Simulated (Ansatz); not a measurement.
An Ansatz (a program for electronic structure) input (r2SCAN/PAW in Ansatz, no spin-orbit coupling):

Ansatz 0.2 input:
```yaml
crystal:
  lattice:
    - [-2.7609839307, 2.7609839307, 5.6308293385]
    - [2.7609839307, -2.7609839307, 5.6308293385]
    - [2.7609839307, 2.7609839307, -5.6308293385]
  atoms:
    - { symbol: Cu, position: [0.75, 0.25, 0.5] }
    - { symbol: Cu, position: [0, 0, 0] }
    - { symbol: In, position: [0.25, 0.75, 0.5] }
    - { symbol: In, position: [0.5, 0.5, 0] }
    - { symbol: S, position: [0.096661226, 0.125, 0.471661226] }
    - { symbol: S, position: [0.653338774, 0.625, 0.528338774] }
    - { symbol: S, position: [0.375, 0.903338774, 0.028338774] }
    - { symbol: S, position: [0.875, 0.346661226, 0.971661226] }
basis: { ecutwfc: 500, ecutrho_ratio: 4, xc_grid: 4, fft_grid_basis: typed }
kpoints: { mp_grid: { grid: [9, 9, 9] } }
hamiltonian:
  xc: r2scan
  dispersion: none
  pseudopotentials: { kind: paw }
scf: { occupations: { method: fermi_dirac, width: 0.05 }, convergence: { dr2_threshold: 0.0000000008 } }
relax: { f_tol: 0.005, max_steps: 50 }
output: { forces: true, stress: true }
checkpoint: { write: state.ck, write_every: 1000 }
```

Task: Which symmetry and how many k-points will the program report, and about how many plane waves at Γ?

Result: Space group I-42d (ITA 122) with 8 operations, k-points 75 of 729, and 4357 plane waves at Γ.

Task: And the final pressure?

Result: -0.85 GPa (compression positive).

The cells carry an imposed strain or load. Stability against distortions was not tested. All final runs are without spin polarisation. The cell was made from InCuS2 in the chalcopyrite structure (space group I-42d, No. 122) by this change: uniaxial strain ε_zz = +1.18 %.
